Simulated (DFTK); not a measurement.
The system is ZrC.

```
CELL_PARAMETERS angstrom
0.00000 2.36500 2.36500
2.36500 0.00000 2.36500
2.36500 2.36500 0.00000
ATOMIC_POSITIONS crystal
Zr 0.50000 0.50000 0.50000
C 0.00000 0.00000 0.00000
```

Base run:

| Quantity | Value |
| --- | --- |
| Program | DFTK 0.8.2 |
| Functional | PBEsol |
| Potentials or basis | cp2k.nc.sr.pbe.v0_1.semicore.gth (PBE, GTH) |
| Cutoff | 2177 eV |
| k mesh | 9 × 9 × 9 |
| Occupations | fermi-dirac, width 0.05 eV |
| Spin | no spin polarisation |

Its results: band gap on the k mesh none (metal or under the smearing width); pressure -8.4 GPa.

Q: The run is repeated on the same cell with these changes: functional from PBEsol to r2SCAN; cutoff from 2177 eV to 2857 eV; k mesh from 9 × 9 × 9 to 6 × 6 × 6. What comes out?

A: Band gap on the k mesh none (metal or under the smearing width); pressure -3.2 GPa.

Several settings changed at once, so the effect can't be laid on one alone.

Caveats: some runs use coarse meshes; GTH potentials come without recommended cutoffs, and this one wasn't checked for convergence; the potentials were made for another functional, which shifts forces and pressure.
